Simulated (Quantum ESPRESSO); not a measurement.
# Ta (Im-3m) in Quantum ESPRESSO: a series of runs

One crystal, Ta, is run at these levels: PBEsol; tasks: band structure, single point, equation of state.

Everything below comes from runs of Quantum ESPRESSO 7.5. Logs are shortened: lines on timing, memory, paths and dates and some standing lists are left out, and cuts for length are marked.

**Experimental background.**

“Pressure effects on the electronic structure and superconductivity of (TaNb)0.67(HfZrTi)0.33 high entropy alloy”, 2019, arxiv:1910.08312 quotes, for a bulk crystal of Ta: bulk modulus 194 GPa.

The runs below are set against these values where they give the same quantity.

## (1) The structure

It takes space group Im-3m (No. 229, cubic). The conventional cell has a = 3.303 Å, b = 3.303 Å, c = 3.303 Å, α = 90.00°, β = 90.00°, γ = 90.00°. Ta (site symmetry m-3m) is surrounded by 8 Ta at 2.86 Å.

## (2) Band structure, PBEsol

The input, pw.in:

```
&CONTROL
  calculation = 'scf'
  prefix = 'pwscf'
  outdir = './tmp'
  pseudo_dir = './pseudo'
  tprnfor = .true.
  tstress = .true.
  disk_io = 'low'
/
&SYSTEM
  ibrav = 0
  nat = 1
  ntyp = 1
  ecutwfc = 58
  nbnd = 12
  occupations = 'smearing'
  smearing = 'fd'
  degauss = 0.00367493
/
&ELECTRONS
  conv_thr = 2d-10
  electron_maxstep = 120
  mixing_beta = 0.5
/
ATOMIC_SPECIES
Ta   180.9479 Ta.upf
CELL_PARAMETERS bohr
  -3.1204669551    3.1204669551    3.1204669551
   3.1204669551   -3.1204669551    3.1204669551
   3.1204669551    3.1204669551   -3.1204669551
ATOMIC_POSITIONS bohr
Ta     0.0000000000    0.0000000000    0.0000000000
K_POINTS automatic
11 11 11 0 0 0
```

The input, pp_density.in:

```
&INPUTPP
  prefix = 'pwscf'
  outdir = './tmp'
  filplot = 'density.dat'
  plot_num = 0
/
&PLOT
  nfile = 1
  filepp(1) = 'density.dat'
  iflag = 3
  output_format = 6
  fileout = 'density.cube'
/
```

The input, pp_potential.in:

```
&INPUTPP
  prefix = 'pwscf'
  outdir = './tmp'
  filplot = 'potential.dat'
  plot_num = 11
/
&PLOT
  nfile = 1
  filepp(1) = 'potential.dat'
  iflag = 3
  output_format = 6
  fileout = 'potential.cube'
/
```

The input, pp_elf.in:

```
&INPUTPP
  prefix = 'pwscf'
  outdir = './tmp'
  filplot = 'elf.dat'
  plot_num = 8
/
&PLOT
  nfile = 1
  filepp(1) = 'elf.dat'
  iflag = 3
  output_format = 6
  fileout = 'elf.cube'
/
```

The input, bands.in:

```
&CONTROL
  calculation = 'bands'
  prefix = 'pwscf'
  outdir = './tmp'
  pseudo_dir = './pseudo'
  disk_io = 'low'
  verbosity = 'high'
/
&SYSTEM
  ibrav = 0
  nat = 1
  ntyp = 1
  ecutwfc = 58
  nbnd = 12
  occupations = 'smearing'
  smearing = 'fd'
  degauss = 0.00367493
/
&ELECTRONS
  conv_thr = 1d-08
  electron_maxstep = 120
  mixing_beta = 0.5
  diago_full_acc = .true.
/
ATOMIC_SPECIES
Ta   180.9479 Ta.upf
CELL_PARAMETERS bohr
  -3.1204669551    3.1204669551    3.1204669551
   3.1204669551   -3.1204669551    3.1204669551
   3.1204669551    3.1204669551   -3.1204669551
ATOMIC_POSITIONS bohr
Ta     0.0000000000    0.0000000000    0.0000000000
K_POINTS crystal
60
 0.0000000000  0.0000000000  0.0000000000 1
 0.0416666667 -0.0416666667  0.0416666667 1
 0.0833333333 -0.0833333333  0.0833333333 1
 0.1250000000 -0.1250000000  0.1250000000 1
 0.1666666667 -0.1666666667  0.1666666667 1
 0.2083333333 -0.2083333333  0.2083333333 1
 0.2500000000 -0.2500000000  0.2500000000 1
 0.2916666667 -0.2916666667  0.2916666667 1
 0.3333333333 -0.3333333333  0.3333333333 1
 0.3750000000 -0.3750000000  0.3750000000 1
 0.4166666667 -0.4166666667  0.4166666667 1
 0.4583333333 -0.4583333333  0.4583333333 1
 0.5000000000 -0.5000000000  0.5000000000 1
 0.4375000000 -0.4375000000  0.5000000000 1
 0.3750000000 -0.3750000000  0.5000000000 1
 0.3125000000 -0.3125000000  0.5000000000 1
 0.2500000000 -0.2500000000  0.5000000000 1
 0.1875000000 -0.1875000000  0.5000000000 1
 0.1250000000 -0.1250000000  0.5000000000 1
 0.0625000000 -0.0625000000  0.5000000000 1
 0.0000000000  0.0000000000  0.5000000000 1
 0.0000000000  0.0000000000  0.4444444444 1
 0.0000000000  0.0000000000  0.3888888889 1
 0.0000000000  0.0000000000  0.3333333333 1
 0.0000000000  0.0000000000  0.2777777778 1
 0.0000000000  0.0000000000  0.2222222222 1
 0.0000000000  0.0000000000  0.1666666667 1
 0.0000000000  0.0000000000  0.1111111111 1
 0.0000000000  0.0000000000  0.0555555556 1
 0.0000000000  0.0000000000  0.0000000000 1
 0.0227272727  0.0227272727  0.0227272727 1
 0.0454545455  0.0454545455  0.0454545455 1
 0.0681818182  0.0681818182  0.0681818182 1
 0.0909090909  0.0909090909  0.0909090909 1
 0.1136363636  0.1136363636  0.1136363636 1
 0.1363636364  0.1363636364  0.1363636364 1
 0.1590909091  0.1590909091  0.1590909091 1
 0.1818181818  0.1818181818  0.1818181818 1
 0.2045454545  0.2045454545  0.2045454545 1
 0.2272727273  0.2272727273  0.2272727273 1
 0.2500000000  0.2500000000  0.2500000000 1
 0.2708333333  0.1875000000  0.2708333333 1
 0.2916666667  0.1250000000  0.2916666667 1
 0.3125000000  0.0625000000  0.3125000000 1
 0.3333333333  0.0000000000  0.3333333333 1
 0.3541666667 -0.0625000000  0.3541666667 1
 0.3750000000 -0.1250000000  0.3750000000 1
 0.3958333333 -0.1875000000  0.3958333333 1
 0.4166666667 -0.2500000000  0.4166666667 1
 0.4375000000 -0.3125000000  0.4375000000 1
 0.4583333333 -0.3750000000  0.4583333333 1
 0.4791666667 -0.4375000000  0.4791666667 1
 0.5000000000 -0.5000000000  0.5000000000 1
 0.2500000000  0.2500000000  0.2500000000 1
 0.2083333333  0.2083333333  0.2916666667 1
 0.1666666667  0.1666666667  0.3333333333 1
 0.1250000000  0.1250000000  0.3750000000 1
 0.0833333333  0.0833333333  0.4166666667 1
 0.0416666667  0.0416666667  0.4583333333 1
 0.0000000000  0.0000000000  0.5000000000 1
```

Potentials or basis: PseudoDojo 0.4.1 SR PBEsol standard.

Run with:

```console
$ OMP_NUM_THREADS=1 pw.x -in pw.in > pw.out
$ OMP_NUM_THREADS=1 pp.x -in pp_density.in > pp_density.out
$ OMP_NUM_THREADS=1 pp.x -in pp_potential.in > pp_potential.out
$ OMP_NUM_THREADS=1 pp.x -in pp_elf.in > pp_elf.out
$ OMP_NUM_THREADS=1 pw.x -in bands.in > bands.out
```

pw.out:

```text
This program is part of the open-source Quantum ESPRESSO suite
     for quantum simulation of materials; please cite
[... 9 lines left out ...]
     --------------------
     sticks:   dense  smooth     PW     G-vecs:    dense   smooth      PW
     Sum         507     507    169                 7155     7155    1409

     Using Slab Decomposition

     bravais-lattice index     =            0
     lattice parameter (alat)  =       5.4048  a.u.
     unit-cell volume          =     121.5399 (a.u.)^3
     number of atoms/cell      =            1
     number of atomic types    =            1
     number of electrons       =        13.00
     number of Kohn-Sham states=           12
     kinetic-energy cutoff     =      58.0000  Ry
     charge density cutoff     =     232.0000  Ry
     scf convergence threshold =      2.0E-10
     mixing beta               =       0.5000
     number of iterations used =            8  plain     mixing
     Exchange-correlation= PBESOL
                           (   1   4  10   8   0   0   0)

     celldm(1)=   5.404807  celldm(2)=   0.000000  celldm(3)=   0.000000
     celldm(4)=   0.000000  celldm(5)=   0.000000  celldm(6)=   0.000000

     crystal axes: (cart. coord. in units of alat)
               a(1) = (  -0.577350   0.577350   0.577350 )
               a(2) = (   0.577350  -0.577350   0.577350 )
               a(3) = (   0.577350   0.577350  -0.577350 )

     reciprocal axes: (cart. coord. in units 2 pi/alat)
               b(1) = ( -0.000000  0.866025  0.866025 )
               b(2) = (  0.866025 -0.000000  0.866025 )
               b(3) = (  0.866025  0.866025  0.000000 )

     PseudoPot. # 1 for Ta read from file:
     Ta.upf
     Pseudo is Norm-conserving + core correction, Zval = 13.0
     Generated using ONCVPSP code by D. R. Hamann
     Using radial grid of 1432 points,  8 beta functions with:
                l(1) =   0
                l(2) =   0
                l(3) =   1
                l(4) =   1
                l(5) =   2
                l(6) =   2
                l(7) =   3
                l(8) =   3

     atomic species   valence    mass     pseudopotential
     Ta               13.00   180.94790     Ta( 1.00)

     48 Sym. Ops., with inversion, found

   Cartesian axes

     site n.     atom                  positions (alat units)
         1        Ta     tau(   1) = (   0.0000000   0.0000000   0.0000000  )

     number of k points=    56  Fermi-Dirac smearing, width (Ry)=  0.0037
                       cart. coord. in units 2pi/alat
        k(    1) = (   0.0000000   0.0000000   0.0000000), wk =   0.0015026
        k(    2) = (   0.0787296   0.0787296   0.0000000), wk =   0.0180316
        k(    3) = (   0.1574592   0.1574592   0.0000000), wk =   0.0180316
        k(    4) = (   0.2361887   0.2361887   0.0000000), wk =   0.0180316
        k(    5) = (   0.3149183   0.3149183   0.0000000), wk =   0.0180316
        k(    6) = (   0.3936479   0.3936479   0.0000000), wk =   0.0180316
[... 48 lines left out ...]
        k(   55) = (  -0.7872958  -0.0787296  -0.0787296), wk =   0.0120210
        k(   56) = (  -0.0000000  -0.0000000   0.7872958), wk =   0.0090158

     Dense  grid:     7155 G-vectors     FFT dimensions: (  27,  27,  27)

     Initial potential from superposition of free atoms

     starting charge      12.9992, renormalised to      13.0000
     Starting wfcs are   10 randomized atomic wfcs +    2 random wfcs

     Self-consistent Calculation

     iteration #  1     ecut=    58.00 Ry     beta= 0.50
     Davidson diagonalization with overlap
     ethr =  1.00E-02,  avg # of iterations =  3.5

     Threshold (ethr) on eigenvalues was too large:
     Diagonalizing with lowered threshold

     Davidson diagonalization with overlap
     ethr =  1.76E-04,  avg # of iterations =  2.3

     total energy              =    -130.16138689 Ry
     estimated scf accuracy    <       0.02390926 Ry

     iteration #  2     ecut=    58.00 Ry     beta= 0.50
     Davidson diagonalization with overlap
     ethr =  1.84E-04,  avg # of iterations =  1.9

     total energy              =    -130.16343601 Ry
     estimated scf accuracy    <       0.00162301 Ry

     iteration #  3     ecut=    58.00 Ry     beta= 0.50
     Davidson diagonalization with overlap
     ethr =  1.25E-05,  avg # of iterations =  2.4

     total energy              =    -130.16361078 Ry
     estimated scf accuracy    <       0.00011528 Ry

     iteration #  4     ecut=    58.00 Ry     beta= 0.50
     Davidson diagonalization with overlap
     ethr =  8.87E-07,  avg # of iterations =  1.8

     total energy              =    -130.16361473 Ry
     estimated scf accuracy    <       0.00000109 Ry

     iteration #  5     ecut=    58.00 Ry     beta= 0.50
     Davidson diagonalization with overlap
     ethr =  8.35E-09,  avg # of iterations =  2.0

     total energy              =    -130.16361504 Ry
     estimated scf accuracy    <       0.00000005 Ry

     iteration #  6     ecut=    58.00 Ry     beta= 0.50
     Davidson diagonalization with overlap
     ethr =  3.87E-10,  avg # of iterations =  1.4

     total energy              =    -130.16361505 Ry
     estimated scf accuracy    <          6.4E-10 Ry

     iteration #  7     ecut=    58.00 Ry     beta= 0.50
     Davidson diagonalization with overlap
     ethr =  4.89E-12,  avg # of iterations =  2.0

     End of self-consistent calculation

          k = 0.0000 0.0000 0.0000 (   935 PWs)   bands (ev):

   -48.8226 -14.7306 -14.7306 -14.7306  10.3655  19.0071  19.0071  19.0071
    22.2792  22.2792  32.8987  32.8987

          k = 0.0787 0.0787 0.0000 (   933 PWs)   bands (ev):

   -48.8135 -14.8320 -14.7619 -14.7311  10.7303  18.7734  18.9273  19.3680
    21.9302  22.2815  33.2149  33.5291

          k = 0.1575 0.1575 0.0000 (   921 PWs)   bands (ev):

   -48.7890 -15.0967 -14.8451 -14.7326  11.7184  18.2080  18.5497  20.4203
    21.5790  22.3364  33.6612  35.3994

          k = 0.2362 0.2362 0.0000 (   905 PWs)   bands (ev):

   -48.7567 -15.4290 -14.9520 -14.7347  12.9529  17.5683  18.1329  21.7807
    22.0649  22.5250  32.8236  34.3288

          k = 0.3149 0.3149 0.0000 (   908 PWs)   bands (ev):

   -48.7268 -15.7214 -15.0483 -14.7366  13.7400  17.0528  18.5521  22.1537
    22.8487  24.0735  31.2325  31.9039

          k = 0.3936 0.3936 0.0000 (   904 PWs)   bands (ev):

   -48.7090 -15.8899 -15.1047 -14.7378  13.8976  16.7717  19.6507  22.2030
    23.1441  25.8041  30.1554  30.2310

          k = 0.1575 0.0787 0.0787 (   930 PWs)   bands (ev):

   -48.7967 -15.0142 -14.7967 -14.7554  11.4130  18.4636  18.5658  20.1297
    21.4843  22.4206  33.7278  34.6192

          k = 0.2362 0.1575 0.0787 (   913 PWs)   bands (ev):

   -48.7682 -15.2977 -14.8969 -14.7668  12.5780  17.8656  18.0700  21.3278
    21.5593  22.6716  33.7577  35.0056

          k = 0.3149 0.2362 0.0787 (   907 PWs)   bands (ev):

   -48.7371 -15.5893 -15.0165 -14.7713  13.6994  17.2922  17.9391  21.6987
    22.9194  23.4353  32.0284  33.3709

          k = 0.3936 0.3149 0.0787 (   904 PWs)   bands (ev):

   -48.7133 -15.8034 -15.1079 -14.7741  14.1385  16.9197  18.7332  22.0662
    23.1672  25.4110  30.4194  31.2805

          k = 0.4724 0.3936 0.0787 (   896 PWs)   bands (ev):

   -48.7044 -15.8816 -15.1417 -14.7751  14.1718  16.7903  19.4248  22.0274
    23.3993  26.4372  29.5239  30.5873

          k = 0.3149 0.1575 0.1575 (   911 PWs)   bands (ev):

   -48.7410 -15.5181 -14.9996 -14.8130  13.7638  17.3565  17.6691  21.3375
    23.0179  23.3335  32.5266  34.7446

          k = 0.3936 0.2362 0.1575 (   905 PWs)   bands (ev):

   -48.7159 -15.6909 -15.1399 -14.8331  14.6763  16.9950  17.7727  21.7242
    23.1357  25.4198  30.5962  33.2088

          k = 0.4724 0.3149 0.1575 (   900 PWs)   bands (ev):

   -48.7009 -15.7824 -15.2361 -14.8405  14.8798  16.8921  18.3887  21.9764
    23.3548  27.2078  28.7514  31.8866
[... 163 lines left out ...]
   -48.6663 -15.6554 -15.4984 -15.0609  16.0551  16.1367  17.8600  22.1354
    23.3340  27.9929  28.9163  31.4700

          k =-0.0000-0.0000 0.4724 (   908 PWs)   bands (ev):

   -48.7003 -15.4209 -15.1943 -15.1943  15.0035  16.8622  19.8143  19.8143
    21.8903  23.1513  32.9942  36.6718

          k =-0.0000-0.0787 0.5511 (   906 PWs)   bands (ev):

   -48.6748 -15.5737 -15.2994 -15.2305  15.5142  16.1081  19.9886  20.3574
    23.4047  23.5709  32.7378  34.3326

          k =-0.0000-0.1575 0.6298 (   905 PWs)   bands (ev):

   -48.6597 -15.6939 -15.3609 -15.2190  15.3820  16.0517  19.8895  20.2440
    25.1845  25.6627  29.8525  32.1444

          k = 0.0787-0.0787 0.6298 (   901 PWs)   bands (ev):

   -48.6554 -15.6230 -15.4329 -15.2604  15.5382  15.5962  19.8388  21.6912
    23.6467  25.6584  30.6752  32.0818

          k =-0.7873-0.1575-0.1575 (   906 PWs)   bands (ev):

   -48.6482 -15.6419 -15.4961 -15.2562  15.3388  15.5838  19.6519  22.2017
    24.3803  27.8564  28.4761  30.4846

          k =-0.0000-0.0000 0.6298 (   896 PWs)   bands (ev):

   -48.6514 -15.5380 -15.4082 -15.4082  15.3576  15.3929  21.5265  21.5265
    23.6339  23.8064  32.2424  32.2424

          k =-0.0000-0.0787 0.7086 (   896 PWs)   bands (ev):

   -48.6374 -15.6038 -15.4718 -15.4232  14.9708  15.1164  22.0059  22.0250
    24.9404  25.8352  29.4053  30.2027

          k =-0.7873-0.0787-0.0787 (   889 PWs)   bands (ev):

   -48.6307 -15.5654 -15.5654 -15.4347  14.8361  14.8361  21.9857  24.1872
    24.1872  28.0620  28.0620  28.2123

          k =-0.0000-0.0000 0.7873 (   880 PWs)   bands (ev):

   -48.6242 -15.5546 -15.5367 -15.5367  14.5783  14.6214  24.1079  24.1079
    24.9349  26.2686  28.0981  28.0981

     the Fermi energy is    18.2791 ev

!    total energy              =    -130.16361505 Ry
     estimated scf accuracy    <          4.0E-11 Ry
     smearing contrib. (-TS)   =      -0.00058859 Ry
     internal energy E=F+TS    =    -130.16302646 Ry

     The total energy is F=E-TS. E is the sum of the following terms:
     one-electron contribution =     -16.85943641 Ry
     hartree contribution      =      14.64969006 Ry
     xc contribution           =     -29.40545664 Ry
     ewald contribution        =     -98.54782347 Ry

     convergence has been achieved in   7 iterations

     Forces acting on atoms (cartesian axes, Ry/au):

     atom    1 type  1   force =     0.00000000    0.00000000    0.00000000

     Total force =     0.000000     Total SCF correction =     0.000000

     Computing stress (Cartesian axis) and pressure

          total   stress  (Ry/bohr**3)                   (kbar)     P=      -42.13
  -0.00028640   0.00000000   0.00000000          -42.13        0.00        0.00
   0.00000000  -0.00028640   0.00000000            0.00      -42.13        0.00
   0.00000000   0.00000000  -0.00028640            0.00        0.00      -42.13

=------------------------------------------------------------------------------=
   JOB DONE.
=------------------------------------------------------------------------------=
```

Wall time 15 s (1 thread of Arm Neoverse V1, shared host); peak memory 0.09 GiB.

What came out:

```yaml
Free_energy: -1770.9662 eV
Pressure: -4.2 GPa
Band_gap_on_the_k_mesh: none (metal or under the smearing width)
```

Levels at the corners of the path, in eV from the Fermi level:
```csv
point,band 4,band 5,band 6,band 7,band 8,band 9
Γ,-33.01,-7.91,0.73,0.73,0.73,4.00
H,-33.83,-3.80,-3.80,6.85,6.85,6.85
N,-33.02,-4.38,-1.54,1.61,3.88,4.91
Γ,-33.01,-7.91,0.73,0.73,0.73,4.00
P,-33.61,-1.22,-1.22,-1.22,5.09,5.09
H,-33.83,-3.80,-3.80,6.85,6.85,6.85
P,-33.61,-1.22,-1.22,-1.22,5.09,5.09
N,-33.02,-4.38,-1.54,1.61,3.88,4.91
```

Caveat: spin-orbit coupling is left out, which moves the levels of the heavy elements.

[end of part 1 of 2]
